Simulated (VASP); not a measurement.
# Ag in VASP: work function with LDA

Aim: the work function of Ag with LDA.

Everything below comes from runs of VASP 6.6.1. Logs are shortened: lines on timing, memory, paths and dates and some standing lists are left out, and cuts for length are marked.

## (1) The structure

The cell holds a slab with vacuum, 4 atoms: a = 2.953 Å, b = 2.953 Å, c = 28.871 Å, α = 90.00°, β = 90.00°, γ = 120.00°.

The cell was built by a generator and needn't be a form met in nature.

## (2) Work function, LDA

INCAR

```
ALGO     = Normal         # electronic algorithm
DIPOL    = 0.5 0.5 0.500
EDIFF    = 1E-7           # SCF threshold, eV
ENCUT    = 520            # plane-wave cutoff, eV
IDIPOL   = 3            
ISIF     = 2              # what is computed and relaxed
ISMEAR   = 1              # smearing method
KPAR     = 2            
LASPH    = T              # aspherical terms in the spheres
LCHARG   = T              # write CHGCAR
LDIPOL   = T            
LREAL    = F              # projectors in reciprocal space
LVACPOTAV= T            
LVHAR    = T            
LWAVE    = F              # write WAVECAR
NELM     = 60             # most SCF steps
PREC     = Accurate       # precision mode
SIGMA    = 0.1            # smearing width, eV
```

KPOINTS

```
k-points
0
Gamma
  13 13 1
```

POSCAR

```
Ag                                      
1.0
    2.9525243200      0.0000000000      0.0000000000
   -1.4762622100      2.5569611500      0.0000000000
    0.0000000000      0.0000000000     28.8711523200
  Ag            
     4
Direct
     0.0000000000000000    0.0000000000000000    0.3850627597198633
     0.6666669999999968    0.3333330000000032    0.4614412434527235
     0.3333330000000032    0.6666669999999968    0.5385587565472765
     0.0000000000000000    0.0000000000000000    0.6149372402801366
```

Potentials or basis: VASP PAW LDA potentials, release 64 (Ag).

Command:

```sh
cat potpaw_LDA.64/Ag/POTCAR > POTCAR
mpirun -np 2 vasp_std > vasp.out
```

OUTCAR:

```text
EDIFF = 1E-7
   ENCUT = 520
   ISIF = 2
   ISMEAR = 1
   LASPH = T
   LREAL = F
   NELM = 60
   PREC = Accurate

 ion  position               nearest neighbor table
   1  0.000  0.000  0.385-   2 2.79   2 2.79   2 2.79
   2  0.667  0.333  0.461-   1 2.79   1 2.79   1 2.79   3 2.80   3 2.80   3 2.80
   3  0.333  0.667  0.539-   4 2.79   4 2.79   4 2.79   2 2.80   2 2.80   2 2.80
   4  0.000  0.000  0.615-   3 2.79   3 2.79   3 2.79

  LATTYP: Found a hexagonal cell.
 ALAT       =     2.9525243200
 C/A-ratio  =     9.7784638468

  Lattice vectors:

 A1 = (   2.9525243200,   0.0000000000,   0.0000000000)
 A2 = (  -1.4762622100,   2.5569611500,   0.0000000000)
 A3 = (   0.0000000000,   0.0000000000,  28.8711523200)

Analysis of symmetry for initial positions (statically):
=====================================================================
 Subroutine PRICEL returns:
 Original cell was already a primitive cell.

 Routine SETGRP: Setting up the symmetry group for a
 hexagonal supercell.

 Subroutine GETGRP returns: Found 12 space group operations
 (whereof 12 operations were pure point group operations)
 out of a pool of 24 trial point group operations.

The static configuration has the point symmetry D_3d.

Analysis of symmetry for dynamics (positions and initial velocities):
=====================================================================
 Subroutine PRICEL returns:
 Original cell was already a primitive cell.

 Routine SETGRP: Setting up the symmetry group for a
 hexagonal supercell.

 Subroutine GETGRP returns: Found 12 space group operations
 (whereof 12 operations were pure point group operations)
 out of a pool of 24 trial point group operations.

The dynamic configuration has the point symmetry D_3d.

 Subroutine INISYM returns: Found 12 space group operations
 (whereof 12 operations are pure point group operations),
 and found     1 'primitive' translations

----------------------------------------------------------------------------------------

                                     Primitive cell

  volume of cell :     217.9625

  direct lattice vectors                    reciprocal lattice vectors
     2.952524320  0.000000000  0.000000000     0.338693230  0.195544628  0.000000000
    -1.476262210  2.556961150  0.000000000     0.000000000  0.391089243  0.000000000
     0.000000000  0.000000000 28.871152320     0.000000000  0.000000000  0.034636650

  length of vectors
     2.952524320  2.952524417 28.871152320     0.391089256  0.391089243  0.034636650

  position of ions in fractional coordinates (direct lattice)
     0.000000000  0.000000000  0.385062760
     0.666667000  0.333333000  0.461441243
     0.333333000  0.666667000  0.538558757
     0.000000000  0.000000000  0.614937240

  ion indices of the primitive-cell ions
   primitive index   ion index
                 1           1
                 2           2
                 3           3
                 4           4

----------------------------------------------------------------------------------------

 KPOINTS: k-points

Automatic generation of k-mesh.
 Grid dimensions read from file:
 generate k-points for:   13   13    1

 Generating k-lattice:

  Cartesian coordinates                     Fractional coordinates (reciprocal lattice)
     0.026053325  0.015041894  0.000000000     0.076923077  0.000000000  0.000000000
     0.000000000  0.030083788  0.000000000     0.000000000  0.076923077  0.000000000
     0.000000000  0.000000000  0.034636650     0.000000000  0.000000000  1.000000000

  Length of vectors
     0.030083789  0.030083788  0.034636650

  Shift w.r.t. Gamma in fractional coordinates (k-lattice)
     0.000000000  0.000000000  0.000000000

 Subroutine IBZKPT returns following result:
 ===========================================

 Found     21 irreducible k-points:

 Following reciprocal coordinates:
            Coordinates               Weight
  0.000000  0.000000  0.000000      1.000000
  0.076923 -0.000000  0.000000      6.000000
  0.153846 -0.000000  0.000000      6.000000
  0.230769 -0.000000  0.000000      6.000000
  0.307692 -0.000000  0.000000      6.000000
  0.384615 -0.000000  0.000000      6.000000
[... 13 lines left out ...]
  0.384615  0.230769  0.000000      6.000000
  0.307692  0.307692  0.000000      6.000000
   k-points           NKPTS =     21   k-points in BZ     NKDIM =     21   number of bands    NBANDS=     26
   number of dos      NEDOS =    301   number of ions     NIONS =      4
   total plane-waves  NPLWV = 124416
   dimension x,y,z NGX =    24 NGY =   24 NGZ =  216
   dimension x,y,z NGXF=    48 NGYF=   48 NGZF=  432
   ions per type =               4
   NGX,Y,Z   is equivalent  to a cutoff of  13.51, 13.51, 12.44 a.u.
   NGXF,Y,Z  is equivalent  to a cutoff of  27.03, 27.03, 24.88 a.u.
 SYSTEM =  unknown system
   PREC   = accura    normal or accurate (medium, high low for compatibility)
   ISTART =      0    job   : 0-new  1-cont  2-samecut
   ICHARG =      2    charge: 1-file 2-atom 10-const
   ISPIN  =      1    spin polarized calculation?
   LNONCOLLINEAR =      F non collinear calculations
   LSORBIT =      F    spin-orbit coupling
   LASPH  =      T    aspherical Exc in radial PAW
   ENCUT  =  520.0 eV  38.22 Ry    6.18 a.u.   5.49  5.49 53.68*2*pi/ulx,y,z
   NELM   =     60;   NELMIN=  2; NELMDL= -5     # of ELM steps
   EDIFF  = 0.1E-06   stopping-criterion for ELM
   LREAL  =      F    real-space projection
   EDIFFG = 0.1E-05   stopping-criterion for IOM
   NSW    =      0    number of steps for IOM
   IBRION =     -1    ionic relax: 0-MD 1-quasi-New 2-CG
   NFREE  =      0    steps in history (QN), initial steepest desc. (CG)
   ISIF   =      2    stress and relaxation
   ISYM   =      2    0-nonsym 1-usesym 2-fastsym
   POTIM  = 0.5000    time-step for ionic-motion
   TEBEG  =    0.0;   TEEND  =   0.0 temperature during run
   PSTRESS=    0.0 pullay stress
   NELECT =      44.0000    total number of electrons
   NUPDOWN=      -1.0000    fix difference up-down
   EMIN   =  10.00;   EMAX   =-10.00  energy-range for DOS
   EFERMI =   0.00;   METHOD = LEGACY
   ISMEAR =     1;   SIGMA  =   0.10  broadening in eV -4-tet -1-fermi 0-gaus
   EFERMI_NEDOS =   21; number of points for ismear=-14 and -15
   IALGO  =     38    algorithm
   IMIX   =      4    mixing-type and parameters
     AMIX     =   0.40;   BMIX     =  1.00
     AMIX_MAG =   1.60;   BMIX_MAG =  1.00
  volume/ion in A,a.u.               =      54.49       367.72
  Fermi-wavevector in a.u.,A,eV,Ry     =   0.960355  1.814808 12.548405  0.922282
  Thomas-Fermi vector in A             =   2.089632
   LORBIT       =      0    0 simple, 1 ext, 2 COOP (PROOUT), +10 PAW based schemes
   GGA     = CA    functional components
   LHFCALC =     F    Hartree Fock is set to
   AEXX    =    0.0000 exact exchange contribution
   IVDW    =     0    specifies the selected vdW correction
   LEPSILON=     F    determine dielectric tensor
   LRPA    =     F    only Hartree local field effects (RPA)
 non-spin polarized calculation
 Methfessel and Paxton  Order N= 1 SIGMA  =   0.10
  energy-cutoff  :      520.00
  volume of cell :      217.96
 maximum number of plane-waves:      5971
 NGX is ok and might be reduce to    24
   NGX = 11   NGY = 11   NGZ =107

 dipolmoment           0.000000      0.000000      0.000000 electrons x Angstroem

 number of electron      44.0000015 magnetization

 dipolmoment           0.000000      0.000000     -0.000000 electrons x Angstroem

 Free energy of the ion-electron system (eV)
  ---------------------------------------------------
  ext. energy  EPLUGINS =         0.00000000
  ---------------------------------------------------
  free energy    TOTEN  =       -13.85622299 eV

  energy without entropy =      -13.85622565  energy(sigma->0) =      -13.85622388

 E-fermi :  -0.6988     XC(G=0):  -4.5412

 val. band max:       -0.7794054756   @ k =   0.2308   0.1538   0.0000
 cond. band min:      -0.6632210117   @ k =   0.3077   0.2308   0.0000
 fundamental gap:      0.1161844639
 Fermi energy:        -0.6988475622

 k-point     1 :       0.0000    0.0000    0.0000
  band No.  band energies     occupation
      1      -8.3421      2.00000
      2      -7.3144      2.00000
      3      -6.9891      2.00000
      4      -6.7510      2.00000
      5      -5.7286      2.00000
      6      -5.7286      2.00000
[... 18 lines left out ...]
     25      -0.1497     -0.00000
     26       3.7587      0.00000

 k-point     2 :       0.0769   -0.0000    0.0000
  band No.  band energies     occupation
      1      -8.1919      2.00000
      2      -7.1930      2.00000
      3      -6.8832      2.00000
      4      -6.6492      2.00000
      5      -5.8250      2.00000
      6      -5.7182      2.00000
[... 18 lines left out ...]
     25       0.1746     -0.00000
     26       3.8785      0.00000

 k-point     3 :       0.1538   -0.0000    0.0000
  band No.  band energies     occupation
      1      -7.7766      2.00000
      2      -6.9038      2.00000
      3      -6.6275      2.00000
      4      -6.4207      2.00000
      5      -5.9953      2.00000
      6      -5.8225      2.00000
[... 18 lines left out ...]
     25       0.9973     -0.00000
     26       4.2348      0.00000

 k-point     4 :       0.2308   -0.0000    0.0000
  band No.  band energies     occupation
      1      -7.2595      2.00000
      2      -6.7337      2.00000
      3      -6.5319      2.00000
      4      -6.2737      2.00000
      5      -6.0759      2.00000
      6      -5.8821      2.00000
[... 18 lines left out ...]
     25       2.0958      0.00000
     26       4.8216      0.00000

 k-point     5 :       0.3077   -0.0000    0.0000
  band No.  band energies     occupation
      1      -7.0025      2.00000
      2      -6.8419      2.00000
      3      -6.7069      2.00000
      4      -6.3567      2.00000
      5      -6.1340      2.00000
      6      -6.0528      2.00000
[... 18 lines left out ...]
     25       3.3105      0.00000
     26       5.6118      0.00000

 k-point     6 :       0.3846   -0.0000    0.0000
  band No.  band energies     occupation
      1      -7.0295      2.00000
      2      -7.0113      2.00000
      3      -6.9015      2.00000
      4      -6.4706      2.00000
      5      -6.2631      2.00000
      6      -6.1663      2.00000
[... 340 lines left out ...]
 k-point    18 :       0.2308    0.2308    0.0000
  band No.  band energies     occupation
      1      -6.7079      2.00000
      2      -6.6840      2.00000
      3      -6.4722      2.00000
      4      -6.2142      2.00000
      5      -6.1266      2.00000
      6      -6.0527      2.00000
[... 18 lines left out ...]
     25       4.9146      0.00000
     26       5.4848      0.00000

 k-point    19 :       0.3077    0.2308    0.0000
  band No.  band energies     occupation
      1      -6.7719      2.00000
      2      -6.6647      2.00000
      3      -6.4855      2.00000
      4      -6.2722      2.00000
      5      -6.1826      2.00000
      6      -6.0192      2.00000
[... 18 lines left out ...]
     25       4.0662      0.00000
     26       4.5922      0.00000

 k-point    20 :       0.3846    0.2308    0.0000
  band No.  band energies     occupation
      1      -6.8079      2.00000
      2      -6.6337      2.00000
      3      -6.4957      2.00000
      4      -6.3148      2.00000
      5      -6.2451      2.00000
      6      -6.0097      2.00000
[... 18 lines left out ...]
     25       3.7784      0.00000
     26       4.2855      0.00000

 k-point    21 :       0.3077    0.3077    0.0000
  band No.  band energies     occupation
      1      -6.6525      2.00000
      2      -6.6085      2.00000
      3      -6.4542      2.00000
      4      -6.2431      2.00000
      5      -6.1749      2.00000
      6      -5.9772      2.00000
[... 18 lines left out ...]
     25       3.4732      0.00000
     26       4.0871      0.00000

------------------------ aborting loop because EDIFF is reached ----------------------------------------

 vacuum level on the upper side and lower side of the slab       (xc-potential included)        -0.143        -0.143

  FORCE on cell =-STRESS in cart. coord.  units (eV):
  Direction    XX          YY          ZZ          XY          YZ          ZX
  --------------------------------------------------------------------------------------
  -------------------------------------------------------------------------------------
  Total       -4.4697615     -4.4697618      0.0711719      0.0000001     -0.0000000      0.0000000
  in kB      -32.8558873    -32.8558894      0.5231635      0.0000006     -0.0000000      0.0000000
  external PRESSURE =     -21.7295377 kB  Pullay stress =       0.0000000 kB

 VOLUME and BASIS-vectors are now :
 -----------------------------------------------------------------------------
  energy-cutoff  :      520.00
  volume of cell :      217.96
      direct lattice vectors                 reciprocal lattice vectors
     2.952524320  0.000000000  0.000000000     0.338693230  0.195544628  0.000000000
    -1.476262210  2.556961150  0.000000000     0.000000000  0.391089243  0.000000000
     0.000000000  0.000000000 28.871152320     0.000000000  0.000000000  0.034636650

 POSITION                                       TOTAL-FORCE (eV/Angst)
 -----------------------------------------------------------------------------------
      0.00000      0.00000     11.11721        -0.000000     -0.000000     -0.015383
      1.47626      0.85232     13.32234         0.000000      0.000000     -0.000390
     -0.00000      1.70464     15.54881        -0.000000      0.000000      0.000390
      0.00000      0.00000     17.75395        -0.000000      0.000000      0.015383
 -----------------------------------------------------------------------------------
    total drift:                               -0.000000      0.000000      0.000000

  FREE ENERGIE OF THE ION-ELECTRON SYSTEM (eV)
  ---------------------------------------------------
  free  energy   TOTEN  =       -13.8562229927 eV

  energy  without entropy=      -13.8562256474  energy(sigma->0) =      -13.85622388

 vacuum level on the upper side and lower side of the slab         4.112         4.112
```

Wall time 44 s (2 MPI ranks of Intel Xeon 6975P-C (Granite Rapids), shared host); peak memory 0.31 GiB.

What came out:

| Property | Result |
| --- | --- |
| Free energy | -13.8562 eV |
| Largest force | 0.015 eV/Å |
| Band gap on the k mesh | none (metal or under the smearing width) |
| Work function of the upper face | 4.81 eV |
| Work function of the lower face | 4.81 eV |

Forces on the atoms (eV/Å):
```
Ag   0.000  0.000 -0.015
Ag   0.000  0.000  0.000
Ag   0.000  0.000  0.000
Ag   0.000  0.000  0.015
```

Levels at points of the mesh, in eV from the Fermi level:
```csv
k point,band 20,band 21,band 22,band 23,band 24,band 25
"(0.00, 0.00, 0.00)",-3.31,-3.25,-2.98,-2.98,-0.75,0.55
```
